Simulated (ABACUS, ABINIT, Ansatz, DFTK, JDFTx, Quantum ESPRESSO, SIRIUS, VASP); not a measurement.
TaN: 8 runs at one level of theory

```
Ta N
1.0
     0.00000    2.21132    2.21132
     2.21132    0.00000    2.21132
     2.21132    2.21132    0.00000
Ta N
1 1
Direct
  0.50000 0.50000 0.50000
  0.00000 0.00000 0.00000
```

The cell comes from a database or a generator and needn't be the stable form of this composition.

Alike in all runs: task single point; functional PBEsol; k mesh 10 × 10 × 10; occupations fermi-dirac, width 0.05 eV; no spin polarisation; no spin-orbit coupling. A missing gap at this level doesn't show that the real crystal is a metal. Pressure is positive in compression and, in plane waves, holds the error of the finite cutoff.

| program and potentials | plane-wave cutoff (eV) | notes | band gap (eV) | pressure (GPa) |
| --- | --- | --- | --- | --- |
| ABACUS, PseudoDojo NC SR 0.4.1 PBEsol standard, plane waves | 1143 | 9 valence electrons an atom on average | no gap | -11.09 |
| DFTK, PseudoDojo SR PBEsol 0.4.1 standard (PBEsol) | 1143 | 9 valence electrons an atom on average | no gap | -11.12 |
| JDFTx, PseudoDojo-SR-PBEsol-0.4.1-standard with smoothed tails | 1143 | 9 valence electrons an atom on average | no gap | -11.12 |
| ABINIT, PseudoDojo NC SR PBEsol v0.4.1 standard | 1143 | 9 valence electrons an atom on average | no gap | -11.12 |
| VASP, PBE PAW files N, Ta_pv, 520 eV | 520 | potentials made for PBE; 8 valence electrons an atom on average | no gap | -9.90 |
| Ansatz, all-electron LAPW, scalar-relativistic | - | - | no gap | -10.66 |
| Quantum ESPRESSO, GBRV 1.5 PBEsol | 762 | 9 valence electrons an atom on average | ? | ? |
| SIRIUS, PseudoDojo 0.4.1 PBEsol standard (scalar relativistic) | 1152 | 9 valence electrons an atom on average | no gap | -11.13 |

Question: Estimate from the other rows what the run with Quantum ESPRESSO, GBRV 1.5 PBEsol gave.

Answer: No band gap; pressure -10.78 GPa. The other rows, which needn't bracket it: pressure -11.13 to -9.90.
